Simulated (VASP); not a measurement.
Write the native input for VASP 6.6.1 that does the following.

- Task: relaxation of cell and atoms
- Functional: PBE
- Potentials or basis: VASP PAW PBE potentials, release 64 (Ru_pv)
- Cutoff: 600 eV
- k mesh: 15 × 15 × 9
- Occupations: methfessel-paxton, width 0.1 eV
- Spin: no spin polarisation
- Further INCAR settings: ALGO = Normal; EDIFF = 1e-07; IBRION = 2; EDIFFG = -0.005; NSW = 90; ISIF = 3

The structure of Ru lies in POSCAR:

```
Ru                                      
1.0
    2.7175038145      0.0000000000     -0.0000000000
   -1.3587519073      2.3534273383      0.0000000000
    0.0000000000      0.0000000000      4.3012142633
  Ru            
     2
Direct
     0.3333333332999970    0.6666666667000030    0.2500000000000000
     0.6666666667000030    0.3333333332999970    0.7500000000000000
```

The input as run:

INCAR

```
PREC = Accurate
ENCUT = 600
EDIFF = 1E-7
ISMEAR = 1
SIGMA = 0.1
LREAL = False
LASPH = True
NELM = 80
ALGO = Normal
ISIF = 3
LWAVE = False
LCHARG = False
GGA = PE
IBRION = 2
NSW = 90
EDIFFG = -0.005
KPAR = 2
```

KPOINTS

```
Automatic mesh
0
Gamma
  15 15 9
```

Potentials or basis: VASP PAW PBE potentials, release 64 (Ru_pv).

Command:

```console
$ cat potpaw_PBE.64/Ru_pv/POTCAR > POTCAR
$ mpirun -np 2 vasp_std > vasp.out
```

It gave:

- Relaxed volume: 13.76 Å³/atom
- Relaxed cell: a = 2.718 Å, b = 2.718 Å, c = 4.301 Å, α = 90.00°, β = 90.00°, γ = 120.00°
- Space group after relaxing (to 0.05 Å): P6_3/mmc (No. 194)
- Energy gained by relaxing: 0.0 meV/atom
- Ionic steps: 3
- Pressure after relaxing: 0.0 GPa
- Band gap on the k mesh: none (metal or under the smearing width)

It took 44 s on 2 MPI ranks on AMD EPYC 9R45 96-Core Processor (Zen 5) (shared host), peak memory 0.17 GiB a rank.
